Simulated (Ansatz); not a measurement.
The system is CdF2.

```
Cd F
1.0
     0.00000    2.69400    2.69400
     2.69400    0.00000    2.69400
     2.69400    2.69400    0.00000
Cd F
1 2
Direct
  0.00000 0.00000 0.00000
  0.75000 0.75000 0.75000
  0.25000 0.25000 0.25000
```

Base run:

| Item | Value |
| --- | --- |
| Program | Ansatz 0.2.0 |
| Functional | r2SCAN |
| Potentials or basis | Ansatz PAW |
| Cutoff | 500 eV |
| Density cutoff | 2000 eV |
| k mesh | 9 × 9 × 9 |
| Occupations | fermi-dirac, width 0.05 eV |
| Spin | no spin polarisation |

Its results: band gap on the k mesh 3.82 eV, indirect (least direct gap 4.31 eV); pressure 0.0 GPa.

Q: The run is repeated on the same cell with these changes: functional from r2SCAN to PBE; cutoff from 500 eV to 420 eV; density cutoff from 2000 eV to 1680 eV. What comes out?

A: Band gap on the k mesh 3.13 eV, indirect (least direct gap 3.60 eV); pressure 5.5 GPa.

r2SCAN gives the wider gap, since meta-GGAs in the generalised Kohn-Sham scheme recover part of the derivative discontinuity.

Caveats: the PAW data sets come from PBE, with cores solved anew for the run's functional, which leaves a small shift of forces and pressure (some runs).

Not every run made on this cell is shown here.
